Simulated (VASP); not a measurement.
The system is TiO2.

```xyz
9
Lattice="2.9683 0.0000 0.0000 0.0002 4.7076 0.0000 1.4836 0.2424 7.0835" Properties=species:S:1:pos:R:3 pbc="T T T"
Ti    0.0111    0.0020    0.0050
Ti    1.4933    2.3377    2.2452
Ti    2.9797    2.6161    4.8486
O     1.4969    0.9041    0.9105
O     2.9795    1.5111    3.2009
O     1.4967    1.6498    5.7110
O     2.9804    3.3042    1.3825
O     1.4963    3.4427    3.8925
O     2.9811    4.0496    6.1826
```

The cell comes from a database or a generator and needn't be the stable form of this composition.

| Item | Value |
| --- | --- |
| Program | VASP 6.6.1 |
| Task | relaxation of cell and atoms |
| Functional | RPBE |
| Potentials or basis | VASP PAW PBE potentials, release 64 (Ti_sv, O) |
| Cutoff | 600 eV |
| k mesh | 7 × 5 × 3 |
| Occupations | fermi-dirac, width 0.05 eV |
| Spin | no spin polarisation |

At the start: pressure 8.8 GPa; volume 11.00 Å³/atom.

Q: How do energy, volume and symmetry change on relaxing?

A: Over 17 steps the energy falls by 13.6 meV/atom and the volume is 11.56 Å³/atom (+5.1 %); space group C2/m (No. 12, to 0.05 Å).

The path:
| step | energy change (eV) | largest force (eV/Å) | pressure (GPa) | volume (Å³) |
| --- | --- | --- | --- | --- |
| 1 | 0.0000 | 0.3718 | 8.80 | 98.98 |
| 2 | 0.0520 | 1.0326 | -8.76 | 107.88 |
| 3 | -0.1048 | 0.3048 | 0.16 | 102.85 |
| 4 | -0.1151 | 0.1491 | 0.02 | 103.35 |
| 5 | -0.1159 | 0.2602 | -0.01 | 103.54 |
| 6 | -0.1188 | 0.1397 | 0.08 | 103.77 |
| 7 | -0.1190 | 0.0917 | 0.05 | 103.72 |
| 8 | -0.1204 | 0.0465 | -0.02 | 103.83 |
| 9 | -0.1211 | 0.0771 | -0.10 | 103.94 |
| 10 | -0.1221 | 0.0340 | 0.11 | 103.90 |
| 11 | -0.1222 | 0.0492 | 0.19 | 103.88 |
| 12 | -0.1223 | 0.0531 | -0.21 | 104.10 |
| 13 | -0.1224 | 0.0333 | -0.08 | 104.02 |
| 14 | -0.1227 | 0.0254 | -0.06 | 104.04 |
| 15 | -0.1227 | 0.0299 | -0.05 | 104.05 |
| 16 | -0.1228 | 0.0264 | 0.13 | 103.99 |
| 17 | -0.1228 | 0.0135 | 0.08 | 104.01 |

Final structure:
```yaml
crystal:
  lattice:
    - [2.99697, 0.00010, 0.00005]
    - [0.00038, 4.84386, -0.01911]
    - [1.49805, 0.22084, 7.16405]
  atoms:
    - { symbol: Ti, position: [0.00271, 0.00038, 0.00071] }
    - { symbol: Ti, position: [0.34490, 0.48398, 0.31632] }
    - { symbol: Ti, position: [0.66147, 0.51678, 0.68509] }
    - { symbol: O, position: [0.43990, 0.18340, 0.12903] }
    - { symbol: O, position: [0.77924, 0.30389, 0.45007] }
    - { symbol: O, position: [0.10108, 0.30855, 0.80630] }
    - { symbol: O, position: [0.90687, 0.69220, 0.19510] }
    - { symbol: O, position: [0.22845, 0.69686, 0.55133] }
    - { symbol: O, position: [0.56824, 0.81735, 0.87238] }
```

Caveat: the PAW data sets were made with another functional, which shifts forces and pressure a little.
